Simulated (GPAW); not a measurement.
# MgB2 (P6/mmm) in GPAW: a series of runs, part 2 of 2

GPAW 26.7.0. Earlier steps stand in the parts before.

## Step 3: Relaxation of cell and atoms, PBEsol+D3(BJ)+ATM

run.py reads:

```python
from ase import Atoms
from ase.calculators.mixing import SumCalculator
from ase.filters import FrechetCellFilter
from ase.io import write
from ase.optimize import BFGS
from dftd3.ase import DFTD3
from gpaw import GPAW, PW, setup_paths

setup_paths.insert(0, '.')

atoms = Atoms(['Mg', 'B', 'B'],
              cell=[[3.085, 0.0, 0.0],
                    [-1.5425, 2.6716883707, 0.0],
                    [0.0, 0.0, 3.523]],
              scaled_positions=[[0.0, 0.0, 0.0],
                                [0.6666666667, 0.3333333333, 0.5],
                                [0.3333333333, 0.6666666667, 0.5]],
              pbc=True)

calc = GPAW(mode=PW(800),
            xc='PBEsol',
            kpts={'size': (7, 7, 6), 'gamma': True},
            occupations={'name': 'fermi-dirac', 'width': 0.05},
            nbands=17,
            convergence={'density': 1e-05, 'forces': 0.0001},
            maxiter=150,
            txt='gpaw.txt')
atoms.calc = SumCalculator([calc, DFTD3(damping='d3bj', params_tweaks=dict(method='pbesol', atm=True))])
opt = BFGS(FrechetCellFilter(atoms), trajectory='relax.traj', logfile='-')
done = opt.run(fmax=0.02, steps=60)
calc.write('gs.gpw')
write('result.traj', atoms)
print('Converged:', done)
print('Cell:', atoms.cell.cellpar().round(4))
print('Volume:', round(atoms.get_volume(), 4))
print(atoms.get_scaled_positions().round(5))
```

Potentials or basis: PAW data sets generated in the run's folder for this functional, pw.

On the command line:

```sh
$ gpaw-setup -f PBEsol B Mg
$ OMP_NUM_THREADS=1 python run.py
```

gpaw.txt:

```text
__  _  _
 | _ |_)|_||  |
 |__||  | ||/\| - 26.7.0

Input parameters:
  mode=PW(ecut=800.0),
  convergence={'density': 1e-05, 'forces': 0.0001},
  kpts=MonkhorstPack(size=(7, 7, 6), gamma=True),
  maxiter=150,
  nbands=17,
  occupations=Occupations(name='fermi-dirac', width=0.05),
  xc=XC(name='PBEsol')

Diagonalizing LCAO Hamiltonian
Converting LCAO to pw mode

         B  B

       Mg

Atoms  # Å, Bohr magnetons
|   | symbol |         x |        y |        z |    initial magnetic moments |
|---|--------|-----------|----------|----------|-----------------------------|
| 0 |     Mg |  0.000000 | 0.000000 | 0.000000 | ( 0.0000,  0.0000,  0.0000) |
| 1 |      B |  1.542500 | 0.890563 | 1.761500 | ( 0.0000,  0.0000,  0.0000) |
| 2 |      B | -0.000000 | 1.781126 | 1.761500 | ( 0.0000,  0.0000,  0.0000) |

Unit cell  # Å
| periodic |         x |        y |        z |  lengths |     angles |
|----------|-----------|----------|----------|----------|------------|
|      yes |  3.085000 | 0.000000 | 0.000000 | 3.085000 |  90.000000 |
|      yes | -1.542500 | 2.671688 | 0.000000 | 3.085000 |  90.000000 |
|      yes |  0.000000 | 0.000000 | 3.523000 | 3.523000 | 120.000000 |

Number of symmetries: 24
Symmetry operations  # r_c * U_cc + t_c -> r_c
|    | kind |            matrix            |
|----|------|------------------------------|
|  0 |  σ   |  1, 1, 0,  0,-1, 0,  0, 0, 1 |
|  1 |  C2  |  1, 1, 0,  0,-1, 0,  0, 0,-1 |
|  2 |  C6  |  1, 1, 0, -1, 0, 0,  0, 0, 1 |
|  3 |  S6  |  1, 1, 0, -1, 0, 0,  0, 0,-1 |
|  4 |  E   |  1, 0, 0,  0, 1, 0,  0, 0, 1 |
|  5 |  σ   |  1, 0, 0,  0, 1, 0,  0, 0,-1 |
|  6 |  σ   |  1, 0, 0, -1,-1, 0,  0, 0, 1 |
|  7 |  C2  |  1, 0, 0, -1,-1, 0,  0, 0,-1 |
|  8 |  σ   |  0, 1, 0,  1, 0, 0,  0, 0, 1 |
|  9 |  C2  |  0, 1, 0,  1, 0, 0,  0, 0,-1 |
| 10 |  C3  |  0, 1, 0, -1,-1, 0,  0, 0, 1 |
| 11 |  S3  |  0, 1, 0, -1,-1, 0,  0, 0,-1 |
| 12 |  C6  |  0,-1, 0,  1, 1, 0,  0, 0, 1 |
| 13 |  S6  |  0,-1, 0,  1, 1, 0,  0, 0,-1 |
| 14 |  σ   |  0,-1, 0, -1, 0, 0,  0, 0, 1 |
| 15 |  C2  |  0,-1, 0, -1, 0, 0,  0, 0,-1 |
| 16 |  σ   | -1, 0, 0,  1, 1, 0,  0, 0, 1 |
| 17 |  C2  | -1, 0, 0,  1, 1, 0,  0, 0,-1 |
| 18 |  C2  | -1, 0, 0,  0,-1, 0,  0, 0, 1 |
| 19 |  i   | -1, 0, 0,  0,-1, 0,  0, 0,-1 |
| 20 |  C3  | -1,-1, 0,  1, 0, 0,  0, 0, 1 |
| 21 |  S3  | -1,-1, 0,  1, 0, 0,  0, 0,-1 |
[... 168 lines left out ...]
| band index |      eig [eV] | occ [0-2] |
|------------|---------------|-----------|
|          0 |       -67.755 |     2.000 |
|          1 |       -34.723 |     2.000 |
|          2 |       -34.723 |     2.000 |
|          3 |       -34.714 |     2.000 |
|          4 |        -5.264 |     2.000 |
|          5 |         4.208 |     2.000 |
|          6 |         7.494 |     0.000 |
|          7 |         7.494 |     0.000 |
|          8 |         8.778 |     0.000 |
|          9 |        13.401 |     0.000 |
|         10 |        13.401 |     0.000 |
|         11 |        15.245 |     0.000 |
|         12 |        17.074 |     0.000 |
|         13 |        19.706 |     0.000 |
|        ... |               |           |
|         16 |        26.173 |     0.000 |

No gap
No difference between direct/indirect transitions

Stress tensor  # eV/Ang^3
|        x |        y |        z |
|----------|----------|----------|
| 0.025196 | 0.000000 | 0.000000 |
| 0.000000 | 0.025196 | 0.000000 |
| 0.000000 | 0.000000 | 0.010770 |

Forces  # eV/Ang
|       x |       y |       z |
|---------|---------|---------|
| 0.00000 | 0.00000 | 0.00000 |  # Mg   0
| 0.00000 | 0.00000 | 0.00000 |  # B    1
| 0.00000 | 0.00000 | 0.00000 |  # B    2

Interpolating wave functions to new cell

         B  B

       Mg

Atoms  # Å, Bohr magnetons
|   | symbol |         x |         y |        z |    initial magnetic moments |
|---|--------|-----------|-----------|----------|-----------------------------|
| 0 |     Mg | -0.000000 | -0.000000 | 0.000000 | ( 0.0000,  0.0000,  0.0000) |
| 1 |      B |  1.539287 |  0.888708 | 1.759022 | ( 0.0000,  0.0000,  0.0000) |
| 2 |      B | -0.000000 |  1.777416 | 1.759022 | ( 0.0000,  0.0000,  0.0000) |

Unit cell  # Å
| periodic |         x |        y |         z |  lengths |     angles |
|----------|-----------|----------|-----------|----------|------------|
|      yes |  3.078575 | 0.000000 | -0.000000 | 3.078575 |  90.000000 |
|      yes | -1.539287 | 2.666124 |  0.000000 | 3.078575 |  90.000000 |
|      yes | -0.000000 | 0.000000 |  3.518044 | 3.518044 | 120.000000 |

Number of symmetries: 24
Symmetry operations  # r_c * U_cc + t_c -> r_c
|    | kind |            matrix            |
|----|------|------------------------------|
|  0 |  σ   |  1, 1, 0,  0,-1, 0,  0, 0, 1 |
|  1 |  C2  |  1, 1, 0,  0,-1, 0,  0, 0,-1 |
|  2 |  C6  |  1, 1, 0, -1, 0, 0,  0, 0, 1 |
|  3 |  S6  |  1, 1, 0, -1, 0, 0,  0, 0,-1 |
|  4 |  E   |  1, 0, 0,  0, 1, 0,  0, 0, 1 |
|  5 |  σ   |  1, 0, 0,  0, 1, 0,  0, 0,-1 |
|  6 |  σ   |  1, 0, 0, -1,-1, 0,  0, 0, 1 |
|  7 |  C2  |  1, 0, 0, -1,-1, 0,  0, 0,-1 |
|  8 |  σ   |  0, 1, 0,  1, 0, 0,  0, 0, 1 |
|  9 |  C2  |  0, 1, 0,  1, 0, 0,  0, 0,-1 |
| 10 |  C3  |  0, 1, 0, -1,-1, 0,  0, 0, 1 |
| 11 |  S3  |  0, 1, 0, -1,-1, 0,  0, 0,-1 |
| 12 |  C6  |  0,-1, 0,  1, 1, 0,  0, 0, 1 |
| 13 |  S6  |  0,-1, 0,  1, 1, 0,  0, 0,-1 |
| 14 |  σ   |  0,-1, 0, -1, 0, 0,  0, 0, 1 |
| 15 |  C2  |  0,-1, 0, -1, 0, 0,  0, 0,-1 |
| 16 |  σ   | -1, 0, 0,  1, 1, 0,  0, 0, 1 |
| 17 |  C2  | -1, 0, 0,  1, 1, 0,  0, 0,-1 |
| 18 |  C2  | -1, 0, 0,  0,-1, 0,  0, 0, 1 |
| 19 |  i   | -1, 0, 0,  0,-1, 0,  0, 0,-1 |
| 20 |  C3  | -1,-1, 0,  1, 0, 0,  0, 0, 1 |
| 21 |  S3  | -1,-1, 0,  1, 0, 0,  0, 0,-1 |
[... 127 lines left out ...]
convergence criteria:
- Maximum integral of absolute [dens]ity change: 1e-05 electrons / valence electron
- Maximum change in the atomic [forces] across last 2 cycles: 0.0001 eV/Ang OR
Maximum error relative to the maximum force is below inf
- Maximum [total energy] change in last 3 cyles: 0.0005 eV / valence electron
- Maximum integral of absolute [eigenst]ate change: 4e-08 eV^2 / valence electron
maximum number of iterations: 150

SCF iterations
|iter     | |      energy | eigst |  dens |force |
|---------|-|-------------|-------|-------|------|
|iter:   1| |  -16.431331 | -2.78 |       |      |
|iter:   2| |  -16.431318 | -5.38 | -2.98 |      |
|iter:   3| |  -16.431231c| -5.62 | -3.02 |      |
|iter:   4| |  -16.431232c| -6.86 | -3.74 |      |
|iter:   5| |  -16.431232c| -7.96c| -4.29 |      |
|iter:   6| |  -16.431232c| -8.96c| -4.94 |      |
|iter:   7| |  -16.431232c| -9.16c| -5.93c|      |
|iter:   8| |  -16.431232c|-10.40c| -6.44c|-16.22c|

Converged in 8 steps
Energy contributions relative to reference atoms: (reference = -6769.400023)

Energy contributions:
  Kinetic:          10.806004
  Coulomb:          -6.783610
  Zero:             -0.034466
  External:          0.000000
  Xc:              -20.415681
  Entropy:          -0.006959
  Spinorbit:         0.000000
  ----------------------------
  Free energy:     -16.434711
  Extrapolated:    -16.431232

dipole moment: (-2.210359, -3.828453, -5.051778)  # |e|*Ang

Fermi level: 7.044
Eigenvalues  # (at kpt = [0.000, 0.000, 0.000])
| band index |      eig [eV] | occ [0-2] |
|------------|---------------|-----------|
|          0 |       -67.692 |     2.000 |
|          1 |       -34.660 |     2.000 |
|          2 |       -34.660 |     2.000 |
|          3 |       -34.651 |     2.000 |
|          4 |        -5.248 |     2.000 |
|          5 |         4.240 |     2.000 |
|          6 |         7.551 |     0.000 |
|          7 |         7.551 |     0.000 |
|          8 |         8.830 |     0.000 |
|          9 |        13.482 |     0.000 |
|         10 |        13.482 |     0.000 |
|         11 |        15.367 |     0.000 |
|         12 |        17.177 |     0.000 |
|         13 |        19.825 |     0.000 |
|        ... |               |           |
|         16 |        26.314 |     0.000 |

No gap
No difference between direct/indirect transitions

Stress tensor  # eV/Ang^3
|         x |         y |        z |
|-----------|-----------|----------|
|  0.018930 | -0.000000 | 0.000000 |
| -0.000000 |  0.018930 | 0.000000 |
|  0.000000 |  0.000000 | 0.007502 |

Forces  # eV/Ang
|        x |       y |       z |
|----------|---------|---------|
|  0.00000 | 0.00000 | 0.00000 |  # Mg   0
|  0.00000 | 0.00000 | 0.00000 |  # B    1
| -0.00000 | 0.00000 | 0.00000 |  # B    2

Interpolating wave functions to new cell

         B  B

       Mg

Atoms  # Å, Bohr magnetons
|   | symbol |         x |        y |         z |    initial magnetic moments |
|---|--------|-----------|----------|-----------|-----------------------------|
| 0 |     Mg |  0.000000 | 0.000000 | -0.000000 | ( 0.0000,  0.0000,  0.0000) |
| 1 |      B |  1.518596 | 0.876762 |  1.742401 | ( 0.0000,  0.0000,  0.0000) |
| 2 |      B | -0.000000 | 1.753523 |  1.742401 | ( 0.0000,  0.0000,  0.0000) |

Unit cell  # Å
| periodic |         x |         y |        z |  lengths |     angles |
|----------|-----------|-----------|----------|----------|------------|
|      yes |  3.037192 | -0.000000 | 0.000000 | 3.037192 |  90.000000 |
|      yes | -1.518596 |  2.630285 | 0.000000 | 3.037192 |  90.000000 |
|      yes | -0.000000 |  0.000000 | 3.484802 | 3.484802 | 120.000000 |
[... 1202 lines left out ...]
Stress tensor  # eV/Ang^3
|         x |         y |         z |
|-----------|-----------|-----------|
| -0.020563 | -0.000000 |  0.000000 |
| -0.000000 | -0.020563 |  0.000000 |
|  0.000000 |  0.000000 | -0.020483 |

Forces  # eV/Ang
|        x |        y |       z |
|----------|----------|---------|
|  0.00000 |  0.00000 | 0.00000 |  # Mg   0
| -0.00000 |  0.00000 | 0.00000 |  # B    1
|  0.00000 | -0.00000 | 0.00000 |  # B    2

# Writing to gs.gpw (mode='')
```

It took 44 s on 1 thread of Intel Xeon 6975P-C (Granite Rapids), shared host; peak memory 0.26 GiB.

Results:

```yaml
Free_energy: -17.0904 eV
Relaxed_volume: 9.28 Å³/atom
Relaxed_cell: a = 3.043 Å, b = 3.043 Å, c = 3.473 Å, α = 90.00°, β = 90.00°, γ = 120.00°
Space_group_after_relaxing_to_0.05_Å: P6/mmm (No. 191)
Energy_gained_by_relaxing: 8.0 meV/atom
Ionic_steps: 7
Pressure_after_relaxing: -0.1 GPa
Band_gap_on_the_k_mesh: none (metal or under the smearing width)
Dispersion_energy_per_atom: -0.220 eV
```

Step by step:
```tsv
step	energy change (eV)	largest force (eV/Å)	pressure (GPa)	volume (Å³)
1	0.0000	0.0000	-6.46	29.04
2	-0.0061	0.0000	-5.65	28.88
3	-0.0237	0.0000	0.10	27.84
4	-0.0238	0.0000	-0.10	27.87
5	-0.0239	0.0000	-0.26	27.89
6	-0.0240	0.0000	-0.30	27.88
7	-0.0240	0.0000	-0.15	27.85
```

Final structure:
```
Mg B
1.0
     3.04265    0.00000    0.00000
    -1.52133    2.63501    0.00000
     0.00000    0.00000    3.47306
Mg B
1 2
Direct
  0.00000 0.00000 0.00000
  0.66667 0.33333 0.50000
  0.33333 0.66667 0.50000
```

Caveat: later steps reuse the first step's grids; pairwise dispersion overbinds metals, which lowers pressure and volume.
